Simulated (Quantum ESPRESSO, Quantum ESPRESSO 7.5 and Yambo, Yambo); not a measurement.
## A GW chain in Yambo: GaAs (F-43m)

Aim: the G0W0 gap of GaAs (F-43m) on PBE, step by step.

Program: Quantum ESPRESSO 7.5 and Yambo 5.3.0. Level of theory: PBE and many-body steps on it, plane waves. Results are calculated unless marked as measured.

**Experimental background.**

- Gap 1.51 eV: band-edge emission energy from PL (direct gap at Gamma); photoluminescence, 633 nm excitation; 77 K; bulk crystal (MBE GaAs matrix around a thin InAs wetting layer on semi-insulating GaAs (100)) (“Photoluminescence of InAs/GaAs quantum dots under direct two-photon excitation”, 2020, pmc:7331710).

- Gap 1.42 eV: band-edge photoluminescence emission energy of the GaAs substrate; time-integrated photoluminescence; 300 K; bulk crystal ((001) GaAs substrate beneath GaBiAs epilayers) (“Investigation of the anisotropic electron g factor as a probe of the electronic structure of GaBixAs1-x/GaAs epilayers”, 2014, arxiv:1409.8467).

- Gap 1.418 ± 0.005 eV: direct gap E0 at Gamma from PR; modulated photoreflectance, low-field lineshape fit; 300 K; bulk crystal (semi-insulating GaAs(001) reference substrate) (“Evidence of valence band perturbations in GaAsN/GaAs(001): A combined variable-angle spectroscopic ellipsometry and modulated photoreflectance investigation”, 2008, arxiv:0805.2212).

- Gap 1.412 ± 0.01 eV: direct gap E0 at Gamma from ellipsometry; variable-angle spectroscopic ellipsometry, parametric critical-point fit; 300 K; bulk crystal (semi-insulating GaAs(001) reference substrate with native oxide) (“Evidence of valence band perturbations in GaAsN/GaAs(001): A combined variable-angle spectroscopic ellipsometry and modulated photoreflectance investigation”, 2008, arxiv:0805.2212).

## 1. The structure

Symmetry: F-43m, No. 216, cubic system. The conventional cell has a = 5.654 Å, b = 5.654 Å, c = 5.654 Å, α = 90.00°, β = 90.00°, γ = 90.00°. Ga has 4 As at 2.45 Å nearest. As has 4 Ga at 2.45 Å nearest. Farther neighbours are not listed.

The cell and positions come from the Crystallography Open Database and are kept as given unless a step says otherwise.

## 2. Ground state

This step: Quantum ESPRESSO 7.5; DFT, PBE, plane waves, norm-conserving pseudopotentials.

The ground-state density comes first.

File pw.in:

```
&control
  calculation = 'scf'
  prefix = 'x'
  outdir = 'o'
  pseudo_dir = 'pseudo'
/
&system
  ibrav = 0
  nat = 2
  ntyp = 2
  ecutwfc = 104.0
  nbnd = 27
  force_symmorphic = .true.
/
&electrons
  conv_thr = 1e-10
  electron_maxstep = 80
  mixing_beta = 0.5
/
ATOMIC_SPECIES
  Ga 69.723 Ga.upf
  As 74.922 As.upf
CELL_PARAMETERS angstrom
  0.0000000000 2.8268500000 2.8268500000
  2.8268500000 0.0000000000 2.8268500000
  2.8268500000 2.8268500000 -0.0000000000
ATOMIC_POSITIONS crystal
  Ga 0.0000000000 0.0000000000 0.0000000000
  As 0.2500000000 0.2500000000 0.2500000000
K_POINTS automatic
  6 6 6 0 0 0
```

Command:

```
> OMP_NUM_THREADS=1 mpirun -n 4 pw.x -nk 4 -in pw.in > pw.out
```

Log:

```text
Program PWSCF v.7.5 starts

     This program is part of the open-source Quantum ESPRESSO suite
     for quantum simulation of materials; please cite
         "P. Giannozzi et al., J. Phys.:Condens. Matter 21 395502 (2009);
         "P. Giannozzi et al., J. Phys.:Condens. Matter 29 465901 (2017);
         "P. Giannozzi et al., J. Chem. Phys. 152 154105 (2020);
     in publications or presentations arising from this work. More details at
     Message from routine setup:
     using ibrav=0 with symmetry is DISCOURAGED, use correct ibrav instead

     G-vector sticks info

     bravais-lattice index     =            0
     lattice parameter (alat)  =       7.5547  a.u.
     unit-cell volume          =     304.8842 (a.u.)^3
     number of atoms/cell      =            2
     number of atomic types    =            2
     number of electrons       =        44.00
     number of Kohn-Sham states=           27
     kinetic-energy cutoff     =     104.0000  Ry
     charge density cutoff     =     416.0000  Ry
     scf convergence threshold =      1.0E-10
     mixing beta               =       0.5000
     number of iterations used =            8  plain     mixing
     Exchange-correlation= PBE
                           (   1   4   3   4   0   0   0)

     celldm(1)=   7.554690  celldm(2)=   0.000000  celldm(3)=   0.000000
     celldm(4)=   0.000000  celldm(5)=   0.000000  celldm(6)=   0.000000

     crystal axes: (cart. coord. in units of alat)
               a(1) = (   0.000000   0.707107   0.707107 )
               a(2) = (   0.707107   0.000000   0.707107 )
               a(3) = (   0.707107   0.707107  -0.000000 )

     reciprocal axes: (cart. coord. in units 2 pi/alat)
               b(1) = ( -0.707107  0.707107  0.707107 )
               b(2) = (  0.707107 -0.707107  0.707107 )
               b(3) = (  0.707107  0.707107 -0.707107 )
     Pseudo is Norm-conserving + core correction, Zval = 21.0
     Generated using ONCVPSP code by D. R. Hamann
     Using radial grid of 1902 points,  6 beta functions with:
     Pseudo is Norm-conserving + core correction, Zval = 23.0
     Generated using ONCVPSP code by D. R. Hamann
     Using radial grid of 1358 points,  6 beta functions with:
     Ga               21.00    69.72300     Ga( 1.00)
     As               23.00    74.92200     As( 1.00)

     24 Sym. Ops. (no inversion) found

   Cartesian axes

     site n.     atom                  positions (alat units)
         1        Ga     tau(   1) = (   0.0000000   0.0000000   0.0000000  )
         2        As     tau(   2) = (   0.3535534   0.3535534   0.3535534  )

     number of k points=    16
                       cart. coord. in units 2pi/alat
        k(    1) = (   0.0000000   0.0000000   0.0000000), wk =   0.0092593
        k(    2) = (   0.1178511   0.1178511  -0.1178511), wk =   0.0740741
        k(    3) = (   0.2357023   0.2357023  -0.2357023), wk =   0.0740741
        k(    4) = (  -0.3535534  -0.3535534   0.3535534), wk =   0.0370370
        k(    5) = (   0.2357023   0.0000000  -0.0000000), wk =   0.0555556
        k(    6) = (   0.3535534   0.1178511  -0.1178511), wk =   0.2222222
        k(    7) = (  -0.2357023  -0.4714045   0.4714045), wk =   0.2222222
        k(    8) = (  -0.1178511  -0.3535534   0.3535534), wk =   0.2222222
        k(    9) = (   0.0000000  -0.2357023   0.2357023), wk =   0.1111111
        k(   10) = (   0.4714045   0.0000000  -0.0000000), wk =   0.0555556
     [... 4 further rows ...]
        k(   15) = (  -0.1178511  -0.3535534   0.5892557), wk =   0.2222222
        k(   16) = (  -0.7071068   0.2357023   0.0000000), wk =   0.1111111

     Dense  grid:    43655 G-vectors     FFT dimensions: (  50,  50,  50)

     Initial potential from superposition of free atoms

     starting charge      43.9971, renormalised to      44.0000
     Starting wfcs are   26 randomized atomic wfcs +    1 random wfcs

     per-process dynamical memory:    39.1 Mb

     Self-consistent Calculation

     iteration #  1     ecut=   104.00 Ry     beta= 0.50

     Threshold (ethr) on eigenvalues was too large:
     Diagonalizing with lowered threshold

     total energy              =   -1107.20737927 Ry
     estimated scf accuracy    <       0.05039095 Ry

     iteration #  2     ecut=   104.00 Ry     beta= 0.50

     total energy              =   -1107.21379174 Ry
     estimated scf accuracy    <       0.00645506 Ry

     iteration #  3     ecut=   104.00 Ry     beta= 0.50

     total energy              =   -1107.21415456 Ry
     estimated scf accuracy    <       0.00109571 Ry

     iteration #  4     ecut=   104.00 Ry     beta= 0.50

     total energy              =   -1107.21420482 Ry
     estimated scf accuracy    <       0.00002493 Ry

     iteration #  5     ecut=   104.00 Ry     beta= 0.50

     total energy              =   -1107.21420988 Ry
     estimated scf accuracy    <       0.00000170 Ry

     iteration #  6     ecut=   104.00 Ry     beta= 0.50

     total energy              =   -1107.21421028 Ry
     estimated scf accuracy    <       0.00000013 Ry

     iteration #  7     ecut=   104.00 Ry     beta= 0.50

     total energy              =   -1107.21421032 Ry
     estimated scf accuracy    <       0.00000003 Ry

     iteration #  8     ecut=   104.00 Ry     beta= 0.50

     total energy              =   -1107.21421032 Ry
     estimated scf accuracy    <          8.6E-10 Ry

     iteration #  9     ecut=   104.00 Ry     beta= 0.50

     total energy              =   -1107.21421032 Ry
     estimated scf accuracy    <          2.5E-10 Ry

     iteration # 10     ecut=   104.00 Ry     beta= 0.50

     End of self-consistent calculation

          k = 0.0000 0.0000 0.0000 (  5577 PWs)   bands (ev):

  -174.9302-133.8474-118.3121-118.3121-118.3121 -84.5719 -84.5719 -84.5719
   -25.3230 -25.3230 -25.3230 -25.3139 -25.3139  -4.9669  -4.9669  -4.9669
    -4.8900  -4.8900  -2.8986   9.8275   9.8275   9.8275  10.3456  13.5642
    13.5642  13.5642  17.4293

          k = 0.1179 0.1179-0.1179 (  5468 PWs)   bands (ev):

  -174.9302-133.8474-118.3121-118.3121-118.3121 -84.5717 -84.5717 -84.5717
   -25.3229 -25.3227 -25.3227 -25.3138 -25.3138  -4.9893  -4.9604  -4.9604
    -4.8897  -4.8897  -2.5782   7.1174   9.4474   9.4474  11.4632  14.1115
    14.1115  14.5145  18.7830

          k = 0.2357 0.2357-0.2357 (  5450 PWs)   bands (ev):

  -174.9302-133.8474-118.3121-118.3121-118.3121 -84.5717 -84.5717 -84.5717
   -25.3228 -25.3223 -25.3223 -25.3137 -25.3137  -5.0291  -4.9506  -4.9506
    -4.8878  -4.8878  -1.7513   4.4525   8.9016   8.9016  11.0469  14.5309
    14.5309  17.0827  18.6033

          k =-0.3536-0.3536 0.3536 (  5444 PWs)   bands (ev):

     [... further k-points ...]

     highest occupied, lowest unoccupied level (ev):     9.8275   10.3456

!    total energy              =   -1107.21421032 Ry
     estimated scf accuracy    <          3.5E-12 Ry

     The total energy is the sum of the following terms:
     one-electron contribution =    -990.29940329 Ry
     hartree contribution      =     478.90442040 Ry
     xc contribution           =    -107.04971777 Ry
     ewald contribution        =    -488.76950967 Ry

     convergence has been achieved in  10 iterations

     XML data file, charge density, pseudopotentials, collected wavefunctions

=------------------------------------------------------------------------------=
   JOB DONE.
=------------------------------------------------------------------------------=
```

Wall time 6.6 s (4 MPI ranks of Intel Xeon 6975P-C (Granite Rapids), shared host); peak memory 0.36 GiB; 26 s of CPU time.

Numbers from this step:

| Property | Result |
| --- | --- |
| total energy | -15064.4168 eV |
| gap | 0.5181 eV |
| k of the valence top | 0, 0, 0 |
| k of the conduction bottom | 0, 0, 0 |
| least direct gap | 0.5181 eV |

The gap is direct, at Γ.

## 3. Bands along the symmetry lines

The cheap functional maps the bands first; the places of the edges decide which points the dearer methods must see.

File pw.in:

```
&control
  calculation = 'bands'
  prefix = 'x'
  outdir = 'o'
  pseudo_dir = 'pseudo'
/
&system
  ibrav = 0
  nat = 2
  ntyp = 2
  ecutwfc = 104.0
  nbnd = 28
  force_symmorphic = .true.
/
&electrons
  conv_thr = 1e-9
  electron_maxstep = 80
  diago_full_acc = .true.
  diago_thr_init = 5e-6
/
ATOMIC_SPECIES
  Ga 69.723 Ga.upf
  As 74.922 As.upf
CELL_PARAMETERS angstrom
  0.0000000000 2.8268500000 2.8268500000
  2.8268500000 0.0000000000 2.8268500000
  2.8268500000 2.8268500000 -0.0000000000
ATOMIC_POSITIONS crystal
  Ga 0.0000000000 0.0000000000 0.0000000000
  As 0.2500000000 0.2500000000 0.2500000000
K_POINTS crystal
  50
  0.00000000 0.00000000 0.00000000 1
  -0.06250000 -0.06250000 0.00000000 1
  -0.12500000 -0.12500000 0.00000000 1
  -0.18750000 -0.18750000 0.00000000 1
  -0.25000000 -0.25000000 0.00000000 1
  -0.31250000 -0.31250000 0.00000000 1
  -0.37500000 -0.37500000 0.00000000 1
  -0.43750000 -0.43750000 0.00000000 1
  -0.50000000 -0.50000000 0.00000000 1
  -0.48437500 -0.48437500 0.03125000 1
  -0.46875000 -0.46875000 0.06250000 1
  -0.45312500 -0.45312500 0.09375000 1
  -0.43750000 -0.43750000 0.12500000 1
  -0.42187500 -0.42187500 0.15625000 1
  -0.40625000 -0.40625000 0.18750000 1
  -0.39062500 -0.39062500 0.21875000 1
  -0.37500000 -0.37500000 0.25000000 1
  -0.37500000 0.00000000 0.37500000 1
  -0.32812500 0.00000000 0.32812500 1
  -0.28125000 0.00000000 0.28125000 1
  -0.23437500 0.00000000 0.23437500 1
  -0.18750000 0.00000000 0.18750000 1
  -0.14062500 0.00000000 0.14062500 1
  -0.09375000 0.00000000 0.09375000 1
  -0.04687500 0.00000000 0.04687500 1
  0.00000000 0.00000000 0.00000000 1
  0.00000000 0.00000000 0.06250000 1
  0.00000000 0.00000000 0.12500000 1
  0.00000000 0.00000000 0.18750000 1
  0.00000000 0.00000000 0.25000000 1
  0.00000000 0.00000000 0.31250000 1
  0.00000000 0.00000000 0.37500000 1
  0.00000000 0.00000000 0.43750000 1
  -0.00000000 -0.00000000 0.50000000 1
  -0.06250000 -0.03125000 0.46875000 1
  -0.12500000 -0.06250000 0.43750000 1
  -0.18750000 -0.09375000 0.40625000 1
  -0.25000000 -0.12500000 0.37500000 1
  -0.31250000 -0.15625000 0.34375000 1
  -0.37500000 -0.18750000 0.31250000 1
  -0.43750000 -0.21875000 0.28125000 1
  -0.50000000 -0.25000000 0.25000000 1
  -0.50000000 -0.28125000 0.21875000 1
  -0.50000000 -0.31250000 0.18750000 1
  -0.50000000 -0.34375000 0.15625000 1
  -0.50000000 -0.37500000 0.12500000 1
  -0.50000000 -0.40625000 0.09375000 1
  -0.50000000 -0.43750000 0.06250000 1
  -0.50000000 -0.46875000 0.03125000 1
  -0.50000000 -0.50000000 0.00000000 1
```

Log:

```text
[banner, memory and clock lines left out]
Program PWSCF v.7.5 starts

     Atomic positions and unit cell read from directory:
     o/x.save/

     Message from routine setup:
     using ibrav=0 with symmetry is DISCOURAGED, use correct ibrav instead

     G-vector sticks info

     bravais-lattice index     =            0
     lattice parameter (alat)  =       7.5547  a.u.
     unit-cell volume          =     304.8842 (a.u.)^3
     number of atoms/cell      =            2
     number of atomic types    =            2
     number of electrons       =        44.00
     number of Kohn-Sham states=           28
     kinetic-energy cutoff     =     104.0000  Ry
     charge density cutoff     =     416.0000  Ry
     Exchange-correlation= PBE
                           (   1   4   3   4   0   0   0)

     celldm(1)=   7.554690  celldm(2)=   0.000000  celldm(3)=   0.000000
     celldm(4)=   0.000000  celldm(5)=   0.000000  celldm(6)=   0.000000

     crystal axes: (cart. coord. in units of alat)
               a(1) = (   0.000000   0.707107   0.707107 )
               a(2) = (   0.707107   0.000000   0.707107 )
               a(3) = (   0.707107   0.707107  -0.000000 )

     reciprocal axes: (cart. coord. in units 2 pi/alat)
               b(1) = ( -0.707107  0.707107  0.707107 )
               b(2) = (  0.707107 -0.707107  0.707107 )
               b(3) = (  0.707107  0.707107 -0.707107 )
     Pseudo is Norm-conserving + core correction, Zval = 21.0
     Generated using ONCVPSP code by D. R. Hamann
     Using radial grid of 1902 points,  6 beta functions with:
     Pseudo is Norm-conserving + core correction, Zval = 23.0
     Generated using ONCVPSP code by D. R. Hamann
     Using radial grid of 1358 points,  6 beta functions with:
     Ga               21.00    69.72300     Ga( 1.00)
     As               23.00    74.92200     As( 1.00)

     24 Sym. Ops. (no inversion) found

   Cartesian axes

     site n.     atom                  positions (alat units)
         1        Ga     tau(   1) = (   0.0000000   0.0000000   0.0000000  )
         2        As     tau(   2) = (   0.3535534   0.3535534   0.3535534  )

     number of k points=    50
                       cart. coord. in units 2pi/alat
        k(    1) = (   0.0000000   0.0000000   0.0000000), wk =   0.0400000
        k(    2) = (   0.0000000   0.0000000  -0.0883883), wk =   0.0400000
        k(    3) = (   0.0000000   0.0000000  -0.1767767), wk =   0.0400000
[...]
[... 38 further rows ...]
        k(   49) = (   0.0441942  -0.0000000  -0.7071068), wk =   0.0400000
        k(   50) = (   0.0000000   0.0000000  -0.7071068), wk =   0.0400000

     Dense  grid:    43655 G-vectors     FFT dimensions: (  50,  50,  50)

     The potential is recalculated from file :
     o/x.save/charge-density

     Starting wfcs are   26 randomized atomic wfcs +    2 random wfcs

     Band Structure Calculation

     End of band structure calculation

          k = 0.0000 0.0000 0.0000 (  5577 PWs)   bands (ev):

  -174.9302-133.8474-118.3121-118.3121-118.3121 -84.5719 -84.5719 -84.5719
   -25.3230 -25.3230 -25.3230 -25.3139 -25.3139  -4.9669  -4.9669  -4.9669
    -4.8900  -4.8900  -2.8986   9.8275   9.8275   9.8275  10.3456  13.5642
    13.5642  13.5642  17.4293  19.9896

          k = 0.0000 0.0000-0.0884 (  5493 PWs)   bands (ev):

  -174.9302-133.8473-118.3121-118.3121-118.3121 -84.5718 -84.5718 -84.5716
   -25.3230 -25.3229 -25.3229 -25.3139 -25.3139  -4.9724  -4.9645  -4.9645
[...]
13.8379  13.8379  17.7842  19.1099

          k = 0.0000 0.0000-0.1768 (  5481 PWs)   bands (ev):

  -174.9302-133.8473-118.3121-118.3121-118.3121 -84.5717 -84.5717 -84.5717
[...]
14.5248  14.5248  17.8744  18.7335

          k = 0.0000 0.0000-0.2652 (  5457 PWs)   bands (ev):

[...]
k =-0.0000-0.0000-0.4419 (  5465 PWs)   bands (ev):

[...]
k =-0.0000-0.0000-0.6187 (  5458 PWs)   bands (ev):

[...]
k = 0.5303-0.0000-0.5303 (  5452 PWs)   bands (ev):

[...]
k = 0.3977-0.0000-0.3977 (  5444 PWs)   bands (ev):

[...]
k = 0.2652-0.0000-0.2652 (  5444 PWs)   bands (ev):

[...]
k = 0.0000 0.0000 0.0000 (  5577 PWs)   bands (ev):

[...]
k = 0.1326 0.0000-0.7071 (  5460 PWs)   bands (ev):

[...]
k = 0.0884-0.0000-0.7071 (  5456 PWs)   bands (ev):

[...]
k = 0.0442-0.0000-0.7071 (  5458 PWs)   bands (ev):

  -174.9302-133.8473-118.3121-118.3121-118.3121 -84.5718 -84.5717 -84.5717
[...]
19.8360  19.8531  20.8126  22.7122

          k = 0.0000 0.0000-0.7071 (  5434 PWs)   bands (ev):

  -174.9302-133.8473-118.3121-118.3121-118.3121 -84.5717 -84.5717 -84.5717
   -25.3239 -25.3212 -25.3212 -25.3144 -25.3129  -5.0786  -4.9169  -4.9169
    -4.9153  -4.8771  -0.3967   3.0132   7.1516   7.1516  11.2971  11.4903
    20.0046  20.0046  20.8150  23.1525

     XML data file, pseudopotentials, collected wavefunctions
```

It took 4.3 s on 4 MPI ranks; peak memory 0.31 GiB.

This step gave:

```
gap                        : 0.5181 eV
k of the valence top       : 0, 0, 0
k of the conduction bottom : 0, 0, 0
least direct gap           : 0.5181 eV
```

The gap is 0.518 eV, as in the run before at this level.

The electronic bands at the labelled points (eV, zero at the top of the highest filled band):

```
    point  band 19  band 20  band 21  band 22  band 23  band 24  band 25  band 26
        Γ   -12.73     0.00     0.00     0.00     0.52     3.74     3.74     3.74
  halfway   -11.80    -4.09    -1.69    -1.69     1.99     3.27     6.62     6.62
        X   -10.22    -6.81    -2.68    -2.68     1.47     1.66    10.18    10.18
  halfway   -10.21    -6.77    -3.20    -2.57     1.66     2.57     9.21     9.42
        U   -10.26    -6.63    -3.86    -2.26     1.97     4.64     7.96     8.07
jump to K   -10.26    -6.63    -3.86    -2.26     1.97     4.64     7.96     8.07
  halfway   -11.71    -4.56    -2.44    -0.68     2.69     4.77     4.81     5.65
        Γ   -12.73     0.00     0.00     0.00     0.52     3.74     3.74     3.74
  halfway   -12.03    -4.14    -0.68    -0.68     1.45     4.60     4.60     5.96
        L   -10.96    -6.63    -1.14    -1.14     1.00     4.64     4.64     7.76
  halfway   -10.62    -6.48    -3.22    -1.94     3.03     4.17     6.35     7.70
        W   -10.17    -6.63    -3.53    -3.34     4.62     4.73     5.42     6.05
  halfway   -10.20    -6.73    -3.14    -3.04     2.56     2.76     8.15     8.36
        X   -10.22    -6.81    -2.68    -2.68     1.47     1.66    10.18    10.18
```

The electronic bands as a text plot (rows in eV, shown from -8.0 to 6.5 only):

```
    6.2 |                  +++              +         ++ +++
    5.6 |    +              +++++++                  +  ++++
    5.0 |                       +  ++      +      +++    ++
    4.4 |  ++             +      ++      +++++++++++++++++++
    3.8 |++              +         ++++++++             +   +
    3.2 |  +++++        +                             ++
    2.6 |  +++  +++    +    +++++++                  +       ++
    2.0 |     ++   ++ + ++++       ++               +         +++
    1.4 | +     ++++++++             +  ++++++++  ++            +
    0.8 |+                            ++        ++
    0.2 |*                           ****
   -0.4 | ***                   ******   ****
   -1.0 | *  *                **   ***  *    *******
   -1.6 |     **           ***   **               *****
   -2.3 |  **   ***     ***     *  **    **         *  *
   -2.9 |    *     *****      **           *         *  **   ****
   -3.5 |              ***  **   **                   *******
   -4.1 |     **          **                *
   -4.7 |                       *
   -5.3 |       **            **             **
   -5.9 |         *         **                 *
   -6.5 |          **  *****                    ****************
   -7.1 |            **                                         *
   -7.7 |
         Γ           X  U|K            Γ         L        W     X
```

(Continued in part 2 of 3.)

[Paths, hosts, dates, memory and timing lines, banners, echoed tables and standing remarks are left out of the program output.]

[Logs are printed without paths, hosts, clocks, repeated set-up lines and the standing remarks that a program may print on its own settings, such as how far it seeks lower states.]

[Runs of the session that timed out or met a known fault of the program may be left out.]

[Hosts, paths, dates, database ids (printed as entryN), source tags and the programs' standing remarks are cut or masked in the printed files.]
